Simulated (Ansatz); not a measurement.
Task: Write an Ansatz input for a single-point calculation of Ni with PBE (scalar-relativistic), a cutoff of 420 eV (density cutoff 4 times that), a Γ-centred 20×20×10 mesh and Gaussian smearing of 0.05 eV, without spin polarisation. Forces, stress and eigenvalues are wanted. The structure:
```
Ni
1.0
     2.4835117988    0.0000000000    0.0000000000
    -1.2417558994    2.1507843084    0.0000000000
     0.0000000000    0.0000000000    4.0896851390
Ni
2
Direct
  0.3333333333 0.6666666667 0.7500000000
  0.6666666667 0.3333333333 0.2500000000
```

Result: 
```yaml
crystal:
  lattice:
    - [2.4835117988, 0.0, 0.0]
    - [-1.2417558994, 2.1507843084, 0.0]
    - [0.0, 0.0, 4.089685139]
  atoms:
    - { symbol: Ni, position: [0.3333333333, 0.6666666667, 0.75] }
    - { symbol: Ni, position: [0.6666666667, 0.3333333333, 0.25] }
basis:
  ecutwfc: 420
  ecutrho_ratio: 4
kpoints:
  mp_grid: { grid: [20, 20, 10] }
hamiltonian:
  xc: pbe
scf:
  occupations: { method: gaussian, width: 0.05 }
output:
  forces: true
  stress: true
  eigenvalues: true
```

Run as written, it has 36 valence electrons, 391 plane waves at Γ, 24 symmetry operations and 264 irreducible k-points; it took 6 SCF iterations in all. 

At room temperature and ambient pressure Ni is fcc.
